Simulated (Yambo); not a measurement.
**MgS (Niningerite): optical spectrum with PBEsol**

The system is MgS (Niningerite).

```
CELL_PARAMETERS angstrom
0.00000 2.56649 2.56649
2.56649 0.00000 2.56649
2.56649 2.56649 0.00000
ATOMIC_POSITIONS crystal
S 0.50000 0.50000 0.50000
Mg 0.00000 0.00000 0.00000
```

The cell isn't the ideal one: cell squeezed.

```
Program                             : Yambo 5.3.0
Task                                : optical spectrum
Functional                          : PBEsol
Potentials or basis                 : PseudoDojo 0.4.1 SR PBEsol standard
Cutoff                              : 1143 eV
Density cutoff                      : 4572 eV
k mesh                              : 4 × 4 × 4
Occupations                         : fixed
Spin                                : no spin polarisation
k mesh of the self-consistent run   : 10 × 10 × 10
Direction of the field or of q to 0 : x
Broadening                          : 0.1 eV
Kernel                              : Hartree (RPA with local fields)
Top of the energy range             : 20 eV
Energy points                       : 200
Correction of the levels            : none
Bands in the response               : 33
Cutoff of the response matrix       : 3 Ry
```

The band gap on the k mesh, mean-field level is 2.78 eV, indirect (least direct gap 3.92 eV), the electronic dielectric constant along the field is 6.41 and the electronic dielectric constant along the field, independent particles is 7.33.

Dielectric function (along the field direction of the input):
```tsv
energy (eV)	real part	imaginary part
0.30	6.43	0.08
0.90	6.54	0.09
1.61	6.85	0.11
2.31	7.42	0.15
3.02	8.54	0.27
3.62	11.01	0.93
4.32	11.70	1.73
5.03	20.22	9.74
5.73	-4.53	29.43
6.33	-2.37	20.08
7.04	-3.92	1.67
7.74	0.34	2.74
8.44	-3.35	3.45
9.05	-0.50	4.22
9.75	-1.06	0.59
10.45	0.91	3.47
11.16	1.61	2.96
11.76	-2.00	4.31
12.46	-0.59	3.72
13.17	-0.99	1.77
13.87	-1.73	0.27
14.47	-0.61	0.26
15.18	-0.90	0.38
15.88	0.30	1.61
16.58	-0.46	0.15
17.19	-0.09	0.12
17.89	0.02	0.35
18.59	0.21	0.14
19.30	0.44	0.37
20.00	0.18	0.27
```

Wall time 65 s on 1 thread of AMD EPYC 7R43 64-Core Processor (Zen 3), on a shared host.

Caveat: the k mesh is coarse (spacing up to 0.53 Å⁻¹), so the values aren't converged; spectra need much finer meshes, so this one isn't converged; these spectra lack excitons. A k mesh can miss the band edges.
